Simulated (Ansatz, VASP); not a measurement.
One calculation of Si, two programs

INCAR

```
SYSTEM = Si
PREC = Accurate ; ENCUT = 600
EDIFF = 1E-7 ; ISMEAR = 0
SIGMA = 0.02 ; LREAL = .FALSE.
LASPH = .TRUE. ; NELM = 60
ALGO = Normal ; ISIF = 3
LWAVE = .FALSE. ; LCHARG = .FALSE.
GGA = PE ; IBRION = 2
NSW = 100 ; EDIFFG = -0.01
```

Contents of KPOINTS:

```
Automatic mesh
0
G
  8 8 8
  0 0 0
```

Contents of POSCAR:

```
Si
1.0
    0.0000000000      2.7335202290      2.7335202290
    2.7335202290      0.0000000000      2.7335202290
    2.7335202290      2.7335202290      0.0000000000
Si
2
Direct
    0.2500000000      0.2500000000      0.2500000000
    0.0000000000      0.0000000000      0.0000000000
```

Input for Ansatz:

```yaml
crystal:
  lattice:
    - [0.0, 2.733520229, 2.733520229]
    - [2.733520229, 0.0, 2.733520229]
    - [2.733520229, 2.733520229, 0.0]
  atoms:
    - { symbol: Si, position: [0.25, 0.25, 0.25] }
    - { symbol: Si, position: [0.0, 0.0, 0.0] }
basis:
  ecutwfc: 420
kpoints:
  mp_grid: { grid: [8, 8, 8] }
hamiltonian:
  xc: pbe
scf:
  occupations: { method: gaussian, width: 0.02 }
output:
  forces: true
  stress: true
  eigenvalues: true
relax:
  adjacent_minimum: "off"
  f_tol: 0.01
  max_steps: 80
  cell: { stress_tol: 0.05 }
```

Alike in both runs: task relaxation of cell and atoms; functional PBE; k mesh 8 × 8 × 8; occupations gaussian, width 0.02 eV; no spin polarisation.

|  | VASP | Ansatz |
| --- | --- | --- |
| version | VASP 6.6.1 | Ansatz 0.2.0 |
| potentials or method | VASP PAW PBE potentials, release 64 (Si) | scalar-relativistic, plane waves, PAW |
| plane-wave cutoff (eV) | 600 | 420 |
| valence electrons in the cell | 8 | 8 |

```tsv
	VASP	Ansatz	Ansatz less VASP
gap on the k mesh at the Fermi level, each at its own relaxed structure (eV)	0.65	0.65	-0.003
relaxed volume (Å³/atom)	20.46	20.45	-0.005
relaxed cell length with the largest relative difference (Å)	3.868	3.868	-0.0003
```

A k mesh can miss the band edges.
